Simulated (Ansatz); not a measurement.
# ZnS: how the settings move a single-point run

Aim: see which settings change the result for ZnS, by how much, and at what cost.

Computed with Ansatz 0.2.0 (reference: DFT, PBE, all-electron PAW with datasets made for the crystal, scalar-relativistic, unless a step's input says otherwise).

### 1 The structure to begin with

The structure is hexagonal, space group P6_3mc (No. 186). Conventional cell: a = 3.811 Å, b = 3.811 Å, c = 6.234 Å, α = 90.00°, β = 90.00°, γ = 120.00°. Zn (site symmetry 3m) has 4 S at 2.31 to 2.40 Å as nearest neighbours. S (site symmetry 3m) has 4 Zn at 2.31 to 2.40 Å as nearest neighbours.

As a file:

```cif
data_structure
_symmetry_space_group_name_H-M 'P6_3mc'
_symmetry_Int_Tables_number 186
_cell_length_a 3.8110
_cell_length_b 3.8110
_cell_length_c 6.2340
_cell_angle_alpha 90.000
_cell_angle_beta 90.000
_cell_angle_gamma 120.000
_cell_volume 78.41
loop_
_atom_site_label
_atom_site_type_symbol
_atom_site_symmetry_multiplicity
_atom_site_Wyckoff_symbol
_atom_site_fract_x
_atom_site_fract_y
_atom_site_fract_z
_atom_site_occupancy
Zn1 Zn 2 b 0.33333 0.66667 0.00000 1
S1 S 2 b 0.33333 0.66667 0.38500 1
```

### 2 Baseline

The input, input.yaml:

```yaml
crystal:
  lattice:
    - [3.8109987816, 0.0, 0.0]
    - [-1.9054993908, 3.3004217586, 0.0]
    - [0.0, 0.0, 6.234]
  atoms:
    - { symbol: Zn, position: [0.3333333333, 0.6666666667, 0.0] }
    - { symbol: Zn, position: [0.6666666667, 0.3333333333, 0.5] }
    - { symbol: S, position: [0.3333333333, 0.6666666667, 0.385] }
    - { symbol: S, position: [0.6666666667, 0.3333333333, 0.885] }
kpoints:
  mp_grid: { grid: [8, 8, 5] }
  band_path:
    path:
      - [0.0, 0.0, 0.0]
      - [0.5, 0.0, 0.0]
      - [0.3333333333, 0.3333333333, 0.0]
      - [0.0, 0.0, 0.0]
      - [0.0, 0.0, 0.5]
      - [0.5, 0.0, 0.5]
      - [0.3333333333, 0.3333333333, 0.5]
      - [0.0, 0.0, 0.5]
      - [0.5, 0.0, 0.5]
    npoints: 8
scf:
  occupations: { method: fermi_dirac, width: 0.03 }
hamiltonian:
  xc: pbe
  pseudopotentials: { kind: all_electron, datasets: crystal }
output:
  forces: true
  stress: true
  eigenvalues: true
  efg: { contact_densities: true }
```

On the command line:

```sh
ansatz run input.yaml --threads 1 --pin off --max-ram 4096MiB --backend cpu --events-out ev --progress --plain --runs-dir out
```

Excerpt of the output:

```text
[...]
Basis set: ecut = 300 eV, 941 PW (Γ), exchange–correlation on 48×48×72 points (8 copies of the dense FFT grid, shifted against one another)
[...]
k-points: 30 of 320 (time reversal used)
[...]
SCF iter   1: F=—  HF=-119475.341236 eV  |F-HF|=—  |Δ(HF+E_count)|=         —  Δρ=4.41e-2  dr2=2.51e0  ethr=7.19e-3  ⟨swp⟩=2.5  Hψ=3333  notcnv=0
preconditioner: auto → Resta (q_TF=auto, 2.396 Å⁻¹)  ε∞=7.2  [insulator: Δε(μ)=2.463 eV  Ē_g=10.097 eV  σ=0.030 eV  W_gap=1.00  n_scr=22 (ndim 8)  ℏωp=25.2 eV  f_vac=0.008  D(μ)=0.00/eV (n_scr^D=0)  ε∞_Penn≈7.2]
SCF iter   2: F=—  HF=-119474.729200 eV  |F-HF|=—  |Δ(HF+E_count)|=   6.12e-1  Δρ=2.16e-2  dr2=4.76e-1  ethr=6.96e-3  ⟨swp⟩=3.0  Hψ=1465  notcnv=0  defer=1
[...]
SCF iter   8: F=—  HF=-119474.626212 eV  |F-HF|=—  |Δ(HF+E_count)|=   5.93e-5  Δρ=4.30e-5  dr2=2.53e-6  ethr=8.46e-8  ⟨swp⟩=3.0  Hψ=1481  notcnv=0
SCF iter   9: F=-119474.626218 eV  HF=-119474.626218 eV  |F-HF|=1.22e-7  |Δ(HF+E_count)|=   6.25e-6  Δρ=9.08e-6  dr2=8.91e-8  ethr=7.03e-9  ⟨swp⟩=3.0  Hψ=1576  notcnv=0
[...]
SCF converged after 9 iterations
Free energy (F): -119474.626217 eV
[...]
E sigma→0 (E₀):  -119474.626217 eV
[...]
Fermi energy:    8.539313 eV
[...]
  P = ⅓ Tr σ = 2.3407 GPa (23.407 kbar)
[...]
```

It took 34 s on 1 thread of Intel Xeon at 2.60GHz (Ice Lake), shared host; peak memory 0.73 GiB.

### 3 Changed: symmetry.detect false, lower_state_search off, mixing.algorithm broyden, mixing.beta 0.5

Edit input.yaml of step 2 so:

```diff
@@ -10,2 +10,3 @@
     - { symbol: S, position: [0.6666666667, 0.3333333333, 0.885] }
+  symmetry: { detect: false }
 kpoints:
@@ -26,2 +27,4 @@
   occupations: { method: fermi_dirac, width: 0.03 }
+  lower_state_search: "off"
+  mixing: { algorithm: broyden, beta: 0.5 }
 hamiltonian:
```

On the command line:

```sh
ansatz run input.yaml --threads 1 --pin off --max-ram 4096MiB --backend cpu --events-out ev --progress --plain --runs-dir out
```

The log of the run (excerpt; [...] marks lines left out):

```text
[...]
Pseudopotentials: kind: all_electron
Pseudopotential: Zn, paw, valence charge 20, recommended cutoff 300 eV (normal), Koelling and Harmon's equation, gaussian nucleus
Pseudopotential: S, paw, valence charge 6, recommended cutoff 300 eV (normal), Koelling and Harmon's equation, gaussian nucleus
Functional definition: PBE
[...]
Crystal: 4 atoms, lattice volume = 78.411 Å³
Basis set: ecut = 300 eV, 941 PW (Γ), exchange–correlation on 48×48×72 points (8 copies of the dense FFT grid, shifted against one another)
Bands: 22, of which v1, the nominal top of the filled ones, is band 18 counted from 1 (17 counted from 0)
Symmetry: 1 space group operations
k-points: 162 of 320 (time reversal used)
[...]
SCF iter   1: F=—  HF=-119475.341352 eV  |F-HF|=—  |Δ(HF+E_count)|=         —  Δρ=4.41e-2  dr2=2.51e0  ethr=7.19e-3  ⟨swp⟩=2.5  Hψ=18056  notcnv=0
[...]
SCF iter  12: F=-119474.626220 eV  HF=-119474.626220 eV  |F-HF|=4.18e-9  |Δ(HF+E_count)|=   9.50e-8  Δρ=2.49e-6  dr2=5.43e-9  ethr=5.85e-11  ⟨swp⟩=3.0  Hψ=9286  notcnv=0
[...]
NSCF: frozen V_eff on 65 k-points
SCF converged after 12 iterations
Stability not checked: this state was not tested for a lower state beside it, because the mixer in use, unlike msr1, does not test its closes by its own steps (another_mixer; see scf.mixing.algorithm and scf.lower_state_search)
Free energy (F): -119474.626217 eV
[...]
E sigma→0 (E₀):  -119474.626217 eV
[...]
  The terms above E_closure are by the made datasets' own strengths, without shells solved beside the bands.
--- Forces (eV/Å), atoms counted from 1 ---
  atom   1  Zn    -0.00000000     0.00000000     0.31929639
  atom   2  Zn    -0.00000001    -0.00000002     0.31930163
  atom   3  S      0.00000001     0.00000002    -0.31929991
  atom   4  S     -0.00000001     0.00000000    -0.31929585
[...]
--- Stress (GPa, compression-positive) ---
        3.014608      -0.000002      -0.000001
       -0.000002       3.014605      -0.000002
       -0.000001      -0.000002       0.992637
  P = ⅓ Tr σ = 2.3406 GPa (23.406 kbar)
  It holds what live shells' own plane waves past their cutoff add
--- PAW observables at the nuclei: V_zz in 10²¹ V/m², potentials from the cell's mean, atoms counted from 1 ---
  atom   1  Zn V_zz =    +1.827309   η = 0.0000   by run symmetry: not_imposed
            electrostatic potential = -3941.577735 V   contact ρ = 166675.255622 e/Å³
  atom   2  Zn V_zz =    +1.827309   η = 0.0000   by run symmetry: not_imposed
            electrostatic potential = -3941.577441 V   contact ρ = 166675.255366 e/Å³
  atom   3  S  V_zz =    -0.610379   η = 0.0000   by run symmetry: not_imposed
            electrostatic potential = -1632.994392 V   contact ρ = 19783.032939 e/Å³
  atom   4  S  V_zz =    -0.610406   η = 0.0000   by run symmetry: not_imposed
            electrostatic potential = -1632.994385 V   contact ρ = 19783.032927 e/Å³
--- Band table (eV; the first three rows and the last of 162) ---
  k-point 0: bands = ["-5.7938", "-4.8704", "1.0338", "1.0338", "1.0982", "1.0982", "1.1072", "1.5146", "1.5146", "1.5946", "1.5946", "1.7543", "2.2374", "6.5430", "6.5430", "7.3884", "7.3884", "7.3996", "9.6502", "10.3947"]
[...]
```

It took 1.8 min on 1 thread of Intel Xeon at 2.60GHz (Ice Lake), shared host; peak memory 1.4 GiB.

Changing the use of symmetry, search for lower states and mixing leaves the energy as it was (0.0 meV/atom). Cost: 12 SCF cycles against 9, 1.8 min against 34 s.

### 4 Changed: xc lda

Edit input.yaml of step 2 so:

```diff
@@ -27,3 +27,3 @@
 hamiltonian:
-  xc: pbe
+  xc: lda
   pseudopotentials: { kind: all_electron, datasets: crystal }
```

On the command line:

```sh
ansatz run input.yaml --threads 1 --pin off --max-ram 4096MiB --backend cpu --events-out ev --progress --plain --runs-dir out
```

The log of the run:

```text
hamiltonian.pseudopotentials.datasets: crystal makes datasets for this crystal and solves the spheres of its atoms anew in each pass: cutoff 300.0 eV, the density's 1200.0 eV; for an error of 0.50 meV an atom under PBE, 2.0 meV for the cell; an energy difference from a run of another recipe may be off by several times the error for the cell, under r2SCAN by more, where some 0.1 meV an atom stays at smaller errors; S in spheres of 1.048 Å, 6 of its electrons in bands; Zn in spheres of 1.259 Å, 12 of its electrons in bands, 8 on its site; only band paths and densities of states list, in semicore columns, the levels of the semicore shells that are solved separately: 3s of Zn, 3p of Zn
Engine: ansatz 0.2.0
[... 3 set-up lines as earlier in the session ...]
Functional definition: SPW92
  exchange = slater_x
  correlation = pw_c
Crystal: 4 atoms, lattice volume = 78.411 Å³
Basis set: ecut = 300 eV, 941 PW (Γ)
Bands: 22, of which v1, the nominal top of the filled ones, is band 18 counted from 1 (17 counted from 0)
Symmetry: 12 space group operations
Space group: P63mc (ITA 186), of the structure as read, at distance tolerance 4.3e-5 Å
k-points: 30 of 320 (time reversal used)
Non-local potential: Zn, projectors of the file, l = 0: 1, l = 1: 1, l = 2: 2
Non-local potential: S, projectors of the file, l = 0: 1, l = 1: 1, l = 2: 2
PAW form: soft (Blöchl's): semilocal exchange-correlation on the pseudo side does not see the compensation charge
PAW one-centre angular grid: Zn, 590 points (default); XC on its mesh's 1895 points in the sphere
PAW one-centre angular grid: S, 110 points (default); XC on its mesh's 1899 points in the sphere
Initial density: superposition of atomic densities (neutral atoms: chi_scale 0, normalization atom)
Initial wavefunctions: pseudopotential atomic-orbital guess
Functional: x = slater, c = lda
iter 1 solved again at ethr=6.74e-3 eV; its pass at ethr=1.00e-1 eV (dr2=2.43e0 eV) is discarded
SCF iter   1: F=—  HF=-119265.189170 eV  |F-HF|=—  |Δ(HF+E_count)|=         —  Δρ=4.24e-2  dr2=2.27e0  ethr=6.74e-3  ⟨swp⟩=2.4  Hψ=3357  notcnv=0
preconditioner: auto → Resta (q_TF=auto, 2.396 Å⁻¹)  ε∞=7.4  [insulator: Δε(μ)=2.229 eV  Ē_g=9.977 eV  σ=0.030 eV  W_gap=1.00  n_scr=22 (ndim 8)  ℏωp=25.2 eV  f_vac=0.008  D(μ)=0.00/eV (n_scr^D=0)  ε∞_Penn≈7.4]
SCF iter   2: F=—  HF=-119264.540652 eV  |F-HF|=—  |Δ(HF+E_count)|=   6.49e-1  Δρ=1.95e-2  dr2=3.67e-1  ethr=6.31e-3  ⟨swp⟩=3.0  Hψ=1527  notcnv=0  defer=1
SCF iter   3: F=—  HF=-119264.459226 eV  |F-HF|=—  |Δ(HF+E_count)|=   8.14e-2  Δρ=1.17e-2  dr2=1.09e-1  ethr=1.02e-3  ⟨swp⟩=3.6  Hψ=1913  notcnv=0  defer=7
iter 4 solved again at ethr=2.45e-5 eV; its pass at ethr=3.02e-4 eV (dr2=8.81e-3 eV) is discarded
SCF iter   4: F=—  HF=-119264.386336 eV  |F-HF|=—  |Δ(HF+E_count)|=   7.29e-2  Δρ=4.11e-3  dr2=8.77e-3  ethr=2.45e-5  ⟨swp⟩=2.1  Hψ=3372  notcnv=0  defer=1
SCF iter   5: F=—  HF=-119264.384333 eV  |F-HF|=—  |Δ(HF+E_count)|=   2.00e-3  Δρ=1.47e-3  dr2=1.47e-3  ethr=2.44e-5  ⟨swp⟩=2.5  Hψ=1311  notcnv=0  defer=1
SCF iter   6: F=—  HF=-119264.386326 eV  |F-HF|=—  |Δ(HF+E_count)|=   1.99e-3  Δρ=2.84e-4  dr2=8.48e-5  ethr=4.09e-6  ⟨swp⟩=2.2  Hψ=1451  notcnv=0
SCF iter   7: F=—  HF=-119264.386335 eV  |F-HF|=—  |Δ(HF+E_count)|=   8.21e-6  Δρ=1.05e-4  dr2=1.29e-5  ethr=2.35e-7  ⟨swp⟩=3.0  Hψ=1450  notcnv=0
SCF iter   8: F=—  HF=-119264.386341 eV  |F-HF|=—  |Δ(HF+E_count)|=   6.22e-6  Δρ=2.70e-5  dr2=8.87e-7  ethr=3.57e-8  ⟨swp⟩=2.6  Hψ=1233  notcnv=0
SCF iter   9: F=-119264.386341 eV  HF=-119264.386341 eV  |F-HF|=1.38e-9  |Δ(HF+E_count)|=   4.40e-7  Δρ=4.82e-6  dr2=2.60e-8  ethr=2.46e-9  ⟨swp⟩=3.0  Hψ=1379  notcnv=0
SCF 1 converged in 9 iterations: F = -119264.386340 eV  dr2 = 2.60e-8
  Residual-converged pass: ⟨swp⟩=4.2  Hψ=2130  notcnv=0  max |occ|·‖R‖ = 6.1e-6 eV (tolerance 6.7e-6 eV)  dr2=2.65e-8  dr2_onsite=1.27e-8  max |Δocc| = 2.1e-19
NSCF: frozen V_eff on 65 k-points
SCF converged after 9 iterations
Free energy (F): -119264.386340 eV
Harris-Foulkes:  -119264.386340 eV  (|F-HF|=1.38e-9)
Internal energy: -119264.386340 eV  (E = F + TS)
E sigma→0 (E₀):  -119264.386340 eV
Past the cutoff: the bands carry plane waves up to 1.75 times it, of which those up to 1.5 times it add -0.000187 eV an atom, each by itself; the spheres take 0.000269 eV an atom off the energy for waves past 1.75 times it
By the cutoff:   a pressure is off by up to 0.007 GPa (1.2 times the spheres' own share and the shells' term, over an atom's volume, and 0.004 GPa: a bound that held against runs at twice the plane waves)
Past the cutoffs: a stress includes 0.0016 GPa for waves and charges beyond them, in addition to the slope of what the spheres take
In the spheres:  the bands' charges fall short by 2.3e-6 e at most (sound up to 1e-3), those of shells solved beside the bands by 1.7e-8 e (sound up to 5e-4)
Fermi energy:    8.138635 eV
--- Per-component energies (eV) ---
  The terms above E_closure are by the made datasets' own strengths, without shells solved beside the bands.
--- Forces (eV/Å), atoms counted from 1 ---
  atom   1  Zn    -0.00000000    -0.00000000     0.29508973
  atom   2  Zn    -0.00000000     0.00000000     0.29508973
  atom   3  S     -0.00000000    -0.00000000    -0.29509148
  atom   4  S      0.00000000     0.00000000    -0.29509148
  max |Σ_I F_I| component: 3.52e-6 eV/Å
--- Stress (GPa, compression-positive) ---
       -3.387967       0.000000       0.000000
        0.000000      -3.387967       0.000000
       -0.000000       0.000000      -4.894653
  P = ⅓ Tr σ = -3.8902 GPa (-38.902 kbar)
  It holds what live shells' own plane waves past their cutoff add
--- PAW observables at the nuclei: V_zz in 10²¹ V/m², potentials from the cell's mean, atoms counted from 1 ---
  atom   1  Zn V_zz =    +1.762822   η = 0.0000   by run symmetry: allowed
            electrostatic potential = -3938.074607 V   contact ρ = 165810.479066 e/Å³
  atom   2  Zn V_zz =    +1.762822   η = 0.0000   by run symmetry: allowed
            electrostatic potential = -3938.074607 V   contact ρ = 165810.479066 e/Å³
  atom   3  S  V_zz =    -0.626233   η = 0.0000   by run symmetry: allowed
            electrostatic potential = -1629.889120 V   contact ρ = 19619.624199 e/Å³
  atom   4  S  V_zz =    -0.626233   η = 0.0000   by run symmetry: allowed
            electrostatic potential = -1629.889120 V   contact ρ = 19619.624199 e/Å³
--- Band table (eV; the first three rows and the last of 30) ---
  k-point 0: bands = ["-6.0510", "-5.1053", "0.6123", "0.6123", "0.6747", "0.6747", "0.6845", "1.0767", "1.0767", "1.1571", "1.1571", "1.3252", "1.8742", "6.2557", "6.2557", "7.1142", "7.1142", "7.1306", "9.1207", "9.9044"]
  k-point 1: bands = ["-5.9734", "-5.2115", "0.6159", "0.6159", "0.6663", "0.6663", "0.6801", "1.0083", "1.0863", "1.0863", "1.1513", "1.1513", "2.5174", "6.3167", "6.3315", "6.3315", "7.0251", "7.0251", "9.8099", "10.0114"]
  k-point 2: bands = ["-5.7597", "-5.4705", "0.6276", "0.6276", "0.6469", "0.6469", "0.6881", "0.7694", "1.1095", "1.1095", "1.1343", "1.1343", "3.6460", "4.9708", "6.5354", "6.5354", "6.7998", "6.7998", "10.2885", "10.4375"]
  k-point 29: bands = ["-4.8639", "-4.8193", "0.7451", "0.7949", "0.8006", "0.8588", "0.9754", "0.9760", "1.0878", "1.0910", "1.3981", "1.4435", "2.2176", "2.3476", "3.8935", "4.3805", "5.6273", "5.8672", "11.3692", "11.6973"]
```

Run time: 33 s. Hardware: 1 thread of Intel Xeon at 2.60GHz (Ice Lake), shared host; peak memory 0.74 GiB.

Total energies don't compare across a change of functional; the pressure goes from 2.3 to -3.9 GPa, the gap on the mesh goes from 2.25 to 1.99 eV and the largest force goes from 0.32 to 0.30 eV/Å. At this fixed cell a lower pressure means that this functional prefers a smaller volume than the reference.

### 5 All runs together

| run | ending | energy change | pressure (GPa) | gap (eV) | force (eV/Å) | cycles | time |
| --- | --- | --- | --- | --- | --- | --- | --- |
| reference | converged | 0 | 2.3 | 2.25 | 0.32 | 9 | 34 s |
| 1: symmetry.detect false, lower_state_search off, mixing.algorithm broyden, mixing.beta 0.5 | converged | 0.0 meV/atom | 2.3 | 2.25 | 0.32 | 12 | 1.8 min |
| 2: xc lda | converged | not comparable | -3.9 | 1.99 | 0.30 | 9 | 33 s |

Residual by cycle in the longest SCF loop of each run; runs are numbered as in the table. The quantity is the density residual dr2, in eV.

| cycle | reference | run 1 | run 2 |
| --- | --- | --- | --- |
| 1 | 2.51 | 2.51 | 2.27 |
| 2 | 0.476 | 0.476 | 0.367 |
| 3 | 0.0989 | 0.0851 | 0.109 |
| 4 | 0.0118 | 0.0151 | 0.00877 |
| 5 | 0.00233 | 0.00188 | 0.00147 |
| 6 | 1.8e-4 | 5.7e-4 | 8.5e-5 |
| 7 | 3.0e-5 | 1.1e-4 | 1.3e-5 |
| 8 | 2.5e-6 | 1.7e-5 | 8.9e-7 |
| 9 | 8.9e-8 | 2.4e-6 | 2.6e-8 |
| 10 | - | 8.7e-8 | - |
| 11 | - | 2.8e-8 | - |
| 12 | - | 5.4e-9 | - |

«symmetry.detect false, lower_state_search off, mixing.algorithm broyden, mixing.beta 0.5» leaves the energy as it was. The pressure spans -3.9 to 2.3 GPa over the reference and the converged variants. The gap spans 1.99 to 2.25 eV over the reference and the converged variants. Of the variants the dearest is «symmetry.detect false, lower_state_search off, mixing.algorithm broyden, mixing.beta 0.5» (1.8 min), the cheapest «xc lda» (33 s), on a shared host.

Changed settings gave other datasets; differences in energy of a few meV/atom between such runs can come from the datasets alone.

These are semilocal Kohn-Sham gaps, which aren't the measured quantity. Such gaps usually fall short of the measured ones.
